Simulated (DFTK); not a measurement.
# GaN (P6_3mc) in DFTK: notebook

One crystal, GaN, is run at these levels: LDA, PBE, BLYP, PBEsol; tasks: equation of state, band structure.

Program: DFTK 0.8.2. These are calculated values, not measurements. Logs are shortened: lines on timing, memory, paths and dates and some standing lists are left out, and cuts for length are marked.

**Experimental background.**

“Studying electronic properties in GaN without electrical contacts using γ-γ vs e−-γ Perturbed Angular Correlations”, 2019, pmc:6823545 quotes, for a bulk crystal of GaN: band gap 3.503 ± 0.005 eV (direct).

The results are compared with them further down.

## 1. Starting point

It takes space group P6_3mc (No. 186, hexagonal). Conventional cell: a = 3.180 Å, b = 3.180 Å, c = 5.166 Å, α = 90.00°, β = 90.00°, γ = 120.00°. Ga (site symmetry 3m) is surrounded by 4 N at 1.94 to 1.95 Å. N (site symmetry 3m) is surrounded by 4 Ga at 1.94 to 1.95 Å.

## 2. Equation of state, LDA

run.jl

```julia
using DFTK
using PseudoPotentialData
using Unitful, UnitfulAtomic
using LinearAlgebra, Printf
include("save.jl")
disable_threading()

lines     = readlines("POSCAR")
lattice   = austrip(1u"Å") * parse(Float64, lines[2]) * hcat([parse.(Float64, split(l)) for l in lines[3:5]]...)
symbols   = vcat([fill(Symbol(s), parse(Int, n)) for (s, n) in zip(split(lines[6]), split(lines[7]))]...)
positions = [parse.(Float64, split(l)[1:3]) for l in lines[9:8+length(symbols)]]
pseudopotentials = PseudoFamily("cp2k.nc.sr.lda.v0_1.largecore.gth")
elements = Dict(s => ElementPsp(s, pseudopotentials) for s in unique(symbols))
atoms    = [elements[s] for s in symbols]

build_model(lattice, positions; symmetries=true) =
    model_DFT(lattice, atoms, positions;
              functionals=LDA(),
              temperature=austrip(0.05u"eV"),
              smearing=Smearing.FermiDirac(),
              symmetries)
Ecut  = 60.0  # hartree
kgrid = [6, 6, 3]
tol   = 1e-6
to_GPa = ustrip(uconvert(u"GPa", 1u"hartree/bohr^3"))

results["points"] = []
for scale in [0.94, 0.96, 0.98, 1.0, 1.02, 1.04, 1.06]
    println("\n=== scale = ", scale)
    model = build_model(cbrt(scale) * lattice, positions)
    basis = PlaneWaveBasis(model; Ecut, kgrid)
    t0 = time()
    scfres = self_consistent_field(basis;
                                   tol,
                                   nbandsalg=AdaptiveBands(model; n_bands_converge=13))
    seconds = time() - t0
    @printf "SCF: %d iterations, %.1f s\n" scfres.n_iter seconds
    forces = compute_forces_cart(scfres)
    stress = compute_stresses_cart(scfres)
    @printf "V = %.5f Å^3  F = %.8f Ha  max force = %.5f eV/Å  p = %.4f GPa\n" ustrip(auconvert(u"Å^3", model.unit_cell_volume)) scfres.energies.total ustrip(auconvert(u"eV/Å", maximum(norm, forces))) (-tr(stress) / 3 * to_GPa)
    push!(results["points"], save_scf!(scfres; forces, stress, d=Dict{String,Any}("seconds" => seconds, "n_matvec" => get(scfres, :n_matvec, 0))))
end

# third-order Birch-Murnaghan fit in x = V^(-2/3)
V = [0.94, 0.96, 0.98, 1.0, 1.02, 1.04, 1.06] * abs(det(lattice))
E = [p["total"] for p in results["points"]]
x = V .^ (-2 / 3)
c = [x .^ 0 x x .^ 2 x .^ 3] \ E
Δ = c[3]^2 - 3c[2] * c[4]
if Δ > 0
    x0 = (-c[3] + sqrt(Δ)) / 3c[4]
    B0 = 4 / 9 * x0^(7 / 2) * (2c[3] + 6c[4] * x0)
    @printf "V0 = %.4f Å^3  B0 = %.2f GPa\n" ustrip(auconvert(u"Å^3", x0^(-3 / 2))) B0 * to_GPa
end
```

POSCAR

```
GaN
1.0
    3.1800000000      0.0000000000      0.0000000000
   -1.5900000000      2.7539607840      0.0000000000
    0.0000000000      0.0000000000      5.1660000000
Ga N
2 2
Direct
    0.6666666667      0.3333333333      0.5000000000
    0.3333333333      0.6666666667      0.0000000000
    0.6666666667      0.3333333333      0.8750000000
    0.3333333333      0.6666666667      0.3750000000
```

Potentials or basis: cp2k.nc.sr.lda.v0_1.largecore.gth (LDA, GTH, large core).

Run with:

```console
$ julia --threads=1 run.jl  # save.jl only writes the numbers to a file and isn't shown; printed stress counts tension as positive; times include loading and compiling
```

Log:

```text
=== scale = 0.94
n     Energy            log10(ΔE)   log10(Δρ)   Diag   Δtime
---   ---------------   ---------   ---------   ----   ------
  1   -24.29475264750                   -0.28    5.8    5.33s
  2   -24.50192254991       -0.68       -0.70    3.5    3.85s
  3   -24.55240057471       -1.30       -1.64    3.5    3.49s
  4   -24.55244661439       -4.34       -2.17    1.7    2.26s
  5   -24.55250094215       -4.26       -2.99    1.9    2.31s
  6   -24.55250177835       -6.08       -3.34    3.1    3.34s
  7   -24.55250178806       -8.01       -3.77    1.5    2.19s
  8   -24.55250181621       -7.55       -4.71    2.0    2.54s
  9   -24.55250181694       -9.14       -5.23    3.1    2.94s
 10   -24.55250181696      -10.70       -6.04    2.2    2.41s
SCF: 10 iterations, 31.0 s
V = 42.52723 Å^3  F = -24.55250182 Ha  max force = 0.12542 eV/Å  p = -13.0177 GPa

=== scale = 0.96
n     Energy            log10(ΔE)   log10(Δρ)   Diag   Δtime
---   ---------------   ---------   ---------   ----   ------
[... 54 further cycles ...]
  2   -24.51913291170       -0.65       -0.95    3.0    3.07s
  3   -24.53125518425       -1.92       -1.56    3.0    3.27s
  4   -24.53127576790       -4.69       -2.18    1.0    1.62s
  5   -24.53130457965       -4.54       -2.72    2.1    2.61s
  6   -24.53130939541       -5.32       -3.67    2.1    2.58s
  7   -24.53130949533       -7.00       -4.43    3.4    3.00s
  8   -24.53130949592       -9.23       -4.74    3.0    3.35s
  9   -24.53130949621       -9.54       -5.61    2.0    1.89s
 10   -24.53130949622      -11.02       -5.94    3.2    3.60s
 11   -24.53130949622      -12.09       -6.77    1.7    1.78s
SCF: 11 iterations, 32.3 s
V = 47.95624 Å^3  F = -24.53130950 Ha  max force = 0.09392 eV/Å  p = -28.3002 GPa
V0 = 40.7419 Å^3  B0 = 206.48 GPa
```

Wall time 4.7 min (1 thread of AMD EPYC 9R45 (Zen 5), shared host); peak memory 2 GiB.

Results:

```
Equilibrium volume                        : 10.19 Å³/atom (rough: see the caveat)
Bulk modulus at fixed shape and positions : 206 GPa (rough)
```

Energy against volume, from the lowest point:
```csv
volume (Å³/atom),energy (meV/atom)
10.632,0.00
10.858,13.97
11.084,32.49
11.310,55.35
11.537,81.66
11.763,111.48
11.989,144.17
```

Caveat: the k mesh is coarse (spacing up to 0.41 Å⁻¹), so the values aren't converged; the minimum lies outside the volumes run; the cutoff is short for these potentials, so energies and forces aren't converged, fitted volumes are rough and the log's stress (off by 3 to 10 GPa or more in trials) isn't used; the cell was scaled at fixed shape and fractional positions, which overstates the stiffness of a crystal with free parameters, most of all of layers and chains; this set keeps more shells in the core, which shifts pressures and gaps.

## 3. Band structure, PBE

run.jl

```julia
using DFTK
using PseudoPotentialData
using Unitful, UnitfulAtomic
using LinearAlgebra, Printf
include("save.jl")
disable_threading()

lines = readlines("GaN.cif")
tag(name) = parse(Float64, split(only(filter(startswith(name), lines)))[2])
a, b, c = tag.(["_cell_length_a", "_cell_length_b", "_cell_length_c"])
α, β, γ = deg2rad.(tag.(["_cell_angle_alpha", "_cell_angle_beta", "_cell_angle_gamma"]))
cx, cy  = cos(β), (cos(α) - cos(β) * cos(γ)) / sin(γ)
lattice = austrip(1u"Å") * [a b*cos(γ) c*cx; 0 b*sin(γ) c*cy; 0 0 c*sqrt(1 - cx^2 - cy^2)]
sites     = split.(lines[findlast(startswith("_atom_site_"), lines)+1:end])
symbols   = [Symbol(s[2]) for s in sites]
positions = [parse.(Float64, s[5:7]) for s in sites]
pseudopotentials = PseudoFamily("cp2k.nc.sr.pbe.v0_1.largecore.gth")
elements = Dict(s => ElementPsp(s, pseudopotentials) for s in unique(symbols))
atoms    = [elements[s] for s in symbols]

build_model(lattice, positions; symmetries=true) =
    model_DFT(lattice, atoms, positions;
              functionals=PBE(),
              temperature=austrip(0.05u"eV"),
              smearing=Smearing.FermiDirac(),
              symmetries)
Ecut  = 60.0  # hartree
kgrid = [8, 8, 4]
tol   = 1e-6
to_GPa = ustrip(uconvert(u"GPa", 1u"hartree/bohr^3"))

model = build_model(lattice, positions)
basis = PlaneWaveBasis(model; Ecut, kgrid)
display(basis)
scfres = self_consistent_field(basis;
                               tol,
                               nbandsalg=AdaptiveBands(model; n_bands_converge=13))
display(scfres.energies)
@printf "Fermi level: %.6f eV\n" ustrip(auconvert(u"eV", something(scfres.εF, NaN)))
forces = compute_forces_cart(scfres)
println("Forces (eV/Å)")
for (s, f) in zip(symbols, forces)
    @printf "%-3s %12.6f %12.6f %12.6f\n" s ustrip.(auconvert.(u"eV/Å", f))...
end
stress = compute_stresses_cart(scfres)
println("Stress (GPa)")
display(round.(stress * to_GPa; digits=4))
println("Levels at the first k-point (eV): ", round.(ustrip.(auconvert.(u"eV", scfres.eigenvalues[1][1:scfres.n_bands_converge])); digits=4))
save_scf!(scfres; forces, stress)

points = Dict("G" => [0.0, 0.0, 0.0], "A" => [0.0, 0.0, 0.5], "H" => [0.3333333333, 0.3333333333, 0.5], "K" => [0.3333333333, 0.3333333333, 0.0], "L" => [0.5, 0.0, 0.5], "M" => [0.5, 0.0, 0.0])
segments = [("G", "M", 6), ("M", "K", 4), ("K", "G", 7), ("G", "A", 3), ("A", "L", 6), ("L", "H", 4), ("H", "A", 7), ("L", "M", 3), ("K", "H", 3)]
kcoords = vcat([[points[a] + t * (points[b] - points[a]) for t in range(0, 1, n)] for (a, b, n) in segments]...)
bands = compute_bands(scfres, ExplicitKpoints(kcoords); n_bands=15, tol=1e-5)
for (k, ε) in zip(bands.basis.kpoints, bands.eigenvalues)
    @printf "%d %8.4f %8.4f %8.4f " k.spin k.coordinate...
    println(join([@sprintf("%9.4f", e) for e in ustrip.(auconvert.(u"eV", ε .- scfres.εF))]))
end
results["band_energies"] = rows(bands.eigenvalues); results["band_kpoints"] = rows(kcoords)
```

GaN.cif

```cif
data_GaN
_cell_length_a 3.18000000
_cell_length_b 3.18000000
_cell_length_c 5.16600000
_cell_angle_alpha 90.00000000
_cell_angle_beta 90.00000000
_cell_angle_gamma 120.00000000
_space_group_name_H-M_alt 'P1'
_space_group_name_Hall 'P 1'
_space_group_IT_number 1
loop_
_space_group_symop_operation_xyz
'x,y,z'
loop_
_atom_site_label
_atom_site_type_symbol
_atom_site_symmetry_multiplicity
_atom_site_Wyckoff_symbol
_atom_site_fract_x
_atom_site_fract_y
_atom_site_fract_z
_atom_site_occupancy
Ga1 Ga 1 a 0.6666666667 0.3333333333 0.5000000000 1
Ga2 Ga 1 a 0.3333333333 0.6666666667 0.0000000000 1
N1 N 1 a 0.6666666667 0.3333333333 0.8750000000 1
N2 N 1 a 0.3333333333 0.6666666667 0.3750000000 1
```

Potentials or basis: cp2k.nc.sr.pbe.v0_1.largecore.gth (PBE, GTH, large core).

Run with:

```console
$ julia --threads=1 run.jl  # save.jl only writes the numbers to a file and isn't shown; printed stress counts tension as positive; times include loading and compiling
```

Wall time 98 s (1 thread of AMD EPYC 9R45 (Zen 5), shared host); peak memory 2.5 GiB.

The run converged. Its results:

| Item | Value |
| --- | --- |
| Free energy | -663.2907 eV |
| Largest force | 0.129 eV/Å |
| Band gap on the k mesh | 2.33 eV, direct |
| Band gap along the path | 2.33 eV, direct |

Forces in eV/Å, atoms in the order of the input:
```
Ga   0.000  0.000 -0.129
Ga   0.000  0.000 -0.129
N    0.000  0.000  0.129
N    0.000  0.000  0.129
```

Levels at the corners of the path, in eV from the valence-band top:
```csv
point,band 6,band 7,band 8,band 9,band 10,band 11
Γ,-0.06,0.00,0.00,2.33,4.56,9.57
M,-2.60,-2.17,-0.90,5.23,5.83,6.30
K,-2.92,-2.92,-2.63,5.28,8.21,8.21
Γ,-0.06,0.00,0.00,2.33,4.56,9.57
A,-0.51,-0.51,-0.51,4.63,4.63,8.80
L,-1.83,-1.82,-1.82,4.62,4.62,8.02
H,-4.10,-1.37,-1.37,6.69,6.69,7.49
A,-0.51,-0.51,-0.51,4.63,4.63,8.80
L,-1.83,-1.82,-1.82,4.62,4.62,8.02
M,-2.60,-2.17,-0.90,5.23,5.83,6.30
K,-2.92,-2.92,-2.63,5.28,8.21,8.21
H,-4.10,-1.37,-1.37,6.69,6.69,7.49
```

Caveat: the cutoff is short for these potentials, so energies and forces aren't converged, fitted volumes are rough and the log's stress (off by 3 to 10 GPa or more in trials) isn't used; this set keeps more shells in the core, which shifts pressures and gaps.

## 4. Equation of state, BLYP

run.jl

```julia
using DFTK
using PseudoPotentialData
using Unitful, UnitfulAtomic
using LinearAlgebra, Printf
include("save.jl")
disable_threading()

lines     = readlines("POSCAR")
lattice   = austrip(1u"Å") * parse(Float64, lines[2]) * hcat([parse.(Float64, split(l)) for l in lines[3:5]]...)
symbols   = vcat([fill(Symbol(s), parse(Int, n)) for (s, n) in zip(split(lines[6]), split(lines[7]))]...)
positions = [parse.(Float64, split(l)[1:3]) for l in lines[9:8+length(symbols)]]
pseudopotentials = Dict(:Ga => "Ga.upf", :N => "N.upf")
elements = Dict(s => ElementPsp(s, pseudopotentials; rcut=10.0) for s in unique(symbols))
atoms    = [elements[s] for s in symbols]

build_model(lattice, positions; symmetries=true) =
    model_DFT(lattice, atoms, positions;
              functionals=[:gga_x_b88, :gga_c_lyp],
              temperature=austrip(0.05u"eV"),
              smearing=Smearing.FermiDirac(),
              symmetries)
Ecut  = 30.0  # hartree
kgrid = [6, 6, 3]
tol   = 1e-6
to_GPa = ustrip(uconvert(u"GPa", 1u"hartree/bohr^3"))

results["points"] = []
for scale in [0.94, 0.96, 0.98, 1.0, 1.02, 1.04, 1.06]
    println("\n=== scale = ", scale)
    model = build_model(cbrt(scale) * lattice, positions)
    basis = PlaneWaveBasis(model; Ecut, kgrid)
    t0 = time()
    scfres = self_consistent_field(basis;
                                   tol,
                                   nbandsalg=AdaptiveBands(model; n_bands_converge=23))
    seconds = time() - t0
    @printf "SCF: %d iterations, %.1f s\n" scfres.n_iter seconds
    forces = compute_forces_cart(scfres)
    stress = compute_stresses_cart(scfres)
    @printf "V = %.5f Å^3  F = %.8f Ha  max force = %.5f eV/Å  p = %.4f GPa\n" ustrip(auconvert(u"Å^3", model.unit_cell_volume)) scfres.energies.total ustrip(auconvert(u"eV/Å", maximum(norm, forces))) (-tr(stress) / 3 * to_GPa)
    push!(results["points"], save_scf!(scfres; forces, stress, d=Dict{String,Any}("seconds" => seconds, "n_matvec" => get(scfres, :n_matvec, 0))))
end

# third-order Birch-Murnaghan fit in x = V^(-2/3)
V = [0.94, 0.96, 0.98, 1.0, 1.02, 1.04, 1.06] * abs(det(lattice))
E = [p["total"] for p in results["points"]]
x = V .^ (-2 / 3)
c = [x .^ 0 x x .^ 2 x .^ 3] \ E
Δ = c[3]^2 - 3c[2] * c[4]
if Δ > 0
    x0 = (-c[3] + sqrt(Δ)) / 3c[4]
    B0 = 4 / 9 * x0^(7 / 2) * (2c[3] + 6c[4] * x0)
    @printf "V0 = %.4f Å^3  B0 = %.2f GPa\n" ustrip(auconvert(u"Å^3", x0^(-3 / 2))) B0 * to_GPa
end
```

POSCAR is that of step 2.

Potentials or basis: SPMS 1.0 (PBE).

Run with:

```console
$ julia --threads=1 run.jl  # save.jl only writes the numbers to a file and isn't shown; printed stress counts tension as positive; times include loading and compiling
```

Log:

```text
=== scale = 0.94
n     Energy            log10(ΔE)   log10(Δρ)   Diag   Δtime
---   ---------------   ---------   ---------   ----   ------
  1   -167.8179598075                   -0.34    5.7    3.08s
  2   -168.0847233251       -0.57       -0.72    3.1    1.91s
  3   -168.1274289855       -1.37       -1.43    3.2    1.29s
  4   -168.1283617994       -3.03       -2.23    2.0    1.39s
  5   -168.1284133378       -4.29       -2.70    1.6    1.27s
  6   -168.1284202149       -5.16       -3.63    2.1    1.46s
  7   -168.1284203477       -6.88       -3.77    2.9    1.65s
  8   -168.1284203599       -7.92       -4.15    1.0    746ms
  9   -168.1284203664       -8.18       -4.90    2.4    1.32s
 10   -168.1284203667       -9.56       -5.36    2.9    1.59s
[... 71 further cycles ...]
  3   -168.1456029868       -1.86       -1.57    2.5    2.20s
  4   -168.1460489995       -3.35       -2.09    1.1    1.65s
  5   -168.1460813593       -4.49       -2.45    2.1    1.92s
  6   -168.1460949074       -4.87       -2.99    1.6    1.69s
  7   -168.1460961817       -5.89       -3.27    2.0    1.53s
  8   -168.1460963662       -6.73       -3.52    1.1    1.65s
  9   -168.1460964556       -7.05       -4.09    1.8    1.74s
 10   -168.1460964671       -7.94       -4.76    2.4    2.02s
 11   -168.1460964675       -9.35       -4.99    2.3    2.15s
 12   -168.1460964676      -10.26       -6.00    1.1    1.68s
SCF: 12 iterations, 24.1 s
V = 47.95624 Å^3  F = -168.14609647 Ha  max force = 0.11140 eV/Å  p = -3.0767 GPa
V0 = 48.7147 Å^3  B0 = 155.83 GPa
```

Wall time 4.9 min (1 thread of AMD EPYC 9R45 (Zen 5), shared host); peak memory 1.7 GiB.

Results:

* Equilibrium volume: 12.18 Å³/atom (rough: see the caveat)
* Bulk modulus at fixed shape and positions: 156 GPa (rough)

Energy against volume, from the lowest point:
```csv
volume (Å³/atom),energy (meV/atom)
10.632,120.25
10.858,84.12
11.084,55.27
11.310,32.94
11.537,16.49
11.763,6.38
11.989,0.00
```

Caveat: the k mesh is coarse (spacing up to 0.41 Å⁻¹), so the values aren't converged; the minimum lies outside the volumes run; the cutoff is short for these potentials, so energies and forces aren't converged, fitted volumes are rough and the log's stress (off by 3 to 10 GPa or more in trials) isn't used; the cell was scaled at fixed shape and fractional positions, which overstates the stiffness of a crystal with free parameters, most of all of layers and chains; the potentials were made for another functional, which shifts forces and pressure.

## 5. Equation of state, PBEsol

run.jl: that of step 4 with these lines changed.

```diff
@@ -7,6 +7,7 @@
 
-lines     = readlines("POSCAR")
-lattice   = austrip(1u"Å") * parse(Float64, lines[2]) * hcat([parse.(Float64, split(l)) for l in lines[3:5]]...)
-symbols   = vcat([fill(Symbol(s), parse(Int, n)) for (s, n) in zip(split(lines[6]), split(lines[7]))]...)
-positions = [parse.(Float64, split(l)[1:3]) for l in lines[9:8+length(symbols)]]
+lines     = readlines("GaN.xyz")
+cell_ang  = reshape(parse.(Float64, split(match(r"Lattice=\"([^\"]+)\"", lines[2])[1])), 3, 3)
+lattice   = austrip(1u"Å") * cell_ang
+symbols   = [Symbol(split(l)[1]) for l in lines[3:end]]
+positions = [round.(cell_ang \ parse.(Float64, split(l)[2:4]); digits=9) for l in lines[3:end]]
 pseudopotentials = Dict(:Ga => "Ga.upf", :N => "N.upf")
@@ -17,3 +18,3 @@
     model_DFT(lattice, atoms, positions;
-              functionals=[:gga_x_b88, :gga_c_lyp],
+              functionals=PBEsol(),
               temperature=austrip(0.05u"eV"),
@@ -21,3 +22,3 @@
               symmetries)
-Ecut  = 30.0  # hartree
+Ecut  = 35.0  # hartree
 kgrid = [6, 6, 3]
```

GaN.xyz

```xyz
4
Lattice="3.1800000000 0.0000000000 0.0000000000 -1.5900000000 2.7539607840 0.0000000000 0.0000000000 0.0000000000 5.1660000000" Properties=species:S:1:pos:R:3 pbc="T T T"
Ga     1.5900000002      0.9179869279      2.5830000000
Ga    -0.0000000002      1.8359738561      0.0000000000
N      1.5900000002      0.9179869279      4.5202500000
N     -0.0000000002      1.8359738561      1.9372500000
```

Potentials or basis: SG15 1.2 (PBE).

Run with:

```console
$ julia --threads=1 run.jl  # save.jl only writes the numbers to a file and isn't shown; printed stress counts tension as positive; times include loading and compiling
```

It took 5.6 min on 1 thread of AMD EPYC 9R45 (Zen 5), shared host; peak memory 1.7 GiB.

The run converged. Its results:

* Equilibrium volume: 11.46 Å³/atom (rough: see the caveat)
* Bulk modulus at fixed shape and positions: 187 GPa (rough)

Energy against volume, from the lowest point:
```
volume (Å³/atom)  energy (meV/atom)
          10.632              39.60
          10.858              20.11
          11.084               7.51
          11.310               1.39
          11.537               0.00
          11.763               4.21
          11.989              13.02
```

Caveat: the k mesh is coarse (spacing up to 0.41 Å⁻¹), so the values aren't converged; the cutoff is short for these potentials, so energies and forces aren't converged, fitted volumes are rough and the log's stress (off by 3 to 10 GPa or more in trials) isn't used; the cell was scaled at fixed shape and fractional positions, which overstates the stiffness of a crystal with free parameters, most of all of layers and chains; the potentials were made for another functional, which shifts forces and pressure.

## 6. Comparison with measurements

Step 3. A measured gap of GaN is 3.503 eV (direct; quoted in “Studying electronic properties in GaN without electrical contacts using γ-γ vs e−-γ Perturbed Angular Correlations”, 2019, pmc:6823545); the calculated 2.33 eV misses it by -1.18 eV. Spin-orbit coupling on Ga is left out. The value is that of PBE, without temperature or zero-point motion. Semilocal functionals fall short of measured gaps as a rule.
